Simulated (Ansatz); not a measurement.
# In: how the settings move a relaxation

Aim: see which settings change the result for In, by how much, and at what cost.

Program: Ansatz 0.2.0. Level of theory: reference: DFT, PBEsol, PAW with Ansatz's default frozen-core files, scalar-relativistic; relaxation of cell and atoms. These are calculated values, not measurements.

2 further runs of the same task are left out: 2 that didn't finish.

## 1. The system as given

The structure is tetragonal, space group I4/mmm (No. 139). The conventional cell has a = 3.251 Å, b = 3.251 Å, c = 4.947 Å, α = 90.00°, β = 90.00°, γ = 90.00°. Around In (site symmetry 4/mmm) lie 12 In at 3.25 to 3.38 Å.

As a file:

```cif
data_structure
_symmetry_space_group_name_H-M 'I4/mmm'
_symmetry_Int_Tables_number 139
_cell_length_a 3.2509
_cell_length_b 3.2509
_cell_length_c 4.9474
_cell_angle_alpha 90.000
_cell_angle_beta 90.000
_cell_angle_gamma 90.000
_cell_volume 52.29
loop_
_atom_site_label
_atom_site_type_symbol
_atom_site_symmetry_multiplicity
_atom_site_Wyckoff_symbol
_atom_site_fract_x
_atom_site_fract_y
_atom_site_fract_z
_atom_site_occupancy
In1 In 2 a 0.00000 0.00000 0.00000 1
```

## 2. Baseline

The input, input.yaml:

```yaml
crystal:
  lattice:
    - [-1.62547, 1.62547, 2.4737]
    - [1.62547, -1.62547, 2.4737]
    - [1.62547, 1.62547, -2.4737]
  atoms:
    - { symbol: In, position: [0.0, 0.0, 0.0] }
kpoints:
  mp_grid: { grid: [26, 26, 26] }
scf:
  occupations: { method: fermi_dirac, width: 0.08 }
hamiltonian:
  xc: pbesol
  pseudopotentials: { kind: paw }
relax:
  f_tol: 0.002
  max_steps: 80
  cell: {}
output:
  forces: true
  stress: true
```

The run is started by

```console
> ansatz run input.yaml --threads 1 --pin off --max-ram 2048MiB --backend cpu --events-out ev --progress --plain --runs-dir out
```

## 3. Changing settings: chi_scale 0.1

input.yaml: that of step 2 with these lines changed.

```diff
@@ -11,2 +11,3 @@
   occupations: { method: fermi_dirac, width: 0.08 }
+  initial_density: { chi_scale: 0.1 }
 hamiltonian:
@@ -21 +22,5 @@
   stress: true
+  write_density: true
+  write_potential: true
+  elf: true
+  volumetric_format: npy
```

Before running it: what results should come out? Wanted: for each run, ending; energy change; pressure; gap; force.

The runs gave:

```csv
run,ending,energy change,pressure (GPa),gap (eV),force (eV/Å),cycles,time
reference,converged,0,0.0,0.00,0.00,27,70 s
1: chi_scale 0.1,converged,0.0 meV/atom,0.0,0.00,0.00,27,79 s
```

Times don't compare one to one where runs were asked for different outputs or read a saved state (see the inputs); cycles may leave out searches for a lower state.

**Reading.** Energy and cycle count are those of the reference, so the change (start) left the result and the number of cycles as they were.
